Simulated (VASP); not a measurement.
# Si: convergence, self-consistent run

Si, P-1 (no. 2), 2 atoms in the cell. PBE; PAW potentials Si (PBE set). VASP 6.6.1. The atoms are moved at random off their ideal places.

Wanted: energy within 1 meV/atom; forces within 0.005 eV/Å; pressure within 0.1 GPa.

POSCAR:
```
Si
1.0
    0.0000000000      2.7218511865      2.7218511865
    2.7218511865      0.0000000000      2.7218511865
    2.7218511865      2.7218511865      0.0000000000
Si
2
Direct
    0.5053960000      0.5065980000      0.4890360000
    0.7447980000      0.7513980000      0.7512880000
```

## FFT grids and symmetry tolerance typed by hand

| FFT grids and symmetry tolerance typed by hand | Energy less reference (meV/atom) | Forces, largest deviation (eV/Å) | Pressure (GPa) | SCF iterations | Time (s) |
|---|---|---|---|---|---|
| default | 0.0 | 0.0000 | 1.35 | 13 | 53 |
| NGX, NGY, NGZ = 36, 36, 36 | 0.0 | 0.0000 | 1.35 | 13 | 80 |
| NGX, NGY, NGZ = 22, 22, 22 | 0.0 | 0.0000 | 1.36 | 13 | 26 |
| NGX, NGY, NGZ = 18, 18, 18 | 0.0 | 0.0001 | 1.35 | 13 | 15 |
| NGX, NGY, NGZ = 16, 16, 16 | 0.0 | 0.0001 | 1.36 | 13 | 11 |
| NGXF, NGYF, NGZF = 40, 40, 40 | 0.0 | 0.0000 | 1.35 | 13 | 44 |
| NGXF, NGYF, NGZF = 80, 80, 80 | 0.0 | 0.0000 | 1.36 | 13 | 55 |
| SYMPREC = 0.001 | 0.0 | 0.0000 | 1.35 | 13 | 57 |
| SYMPREC = 1e-08 | 0.0 | 0.0000 | 1.35 | 13 | 56 |
| EWALD_CUTOFF = 2.0 | -314.7 | 0.0960 | -9.12 | 13 | 50 |
| EWALD_CUTOFF = 8.0 | 0.0 | 0.0000 | 1.36 | 13 | 51 |

Chosen: NGX, NGY, NGZ = 16, 16, 16, the fastest of those that stay within half of the tolerance.

## The input

INCAR:
```
PREC = Accurate
ENCUT = 450
EDIFF = 1E-7
ISMEAR = 0
SIGMA = 0.02
LREAL = F
LASPH = T
ALGO = Normal
NELM = 100
ISIF = 2
LWAVE = F
LCHARG = F
NGX = 16
NGY = 16
NGZ = 16
```

KPOINTS:
```
k-points
0
Gamma
  7 7 7
```

Commands:
```
cat potpaw_PBE.64/Si/POTCAR > POTCAR
mpirun -np 1 vasp_std > vasp.out
```

The chosen input took VASP 6.6.1 11 s on 1 core (Intel Xeon Platinum 8488C (Sapphire Rapids)), a shared host.

## An input that fails: an FFT grid typed too coarse

It runs to its end, but against the unchanged starting input it is off by 6.7 meV/atom in the energy, 0.0042 eV/Å in the forces, 0.18 GPa in the pressure.

Changes against the starting input:
```
+ NGX = 10
+ NGY = 10
+ NGZ = 10
```
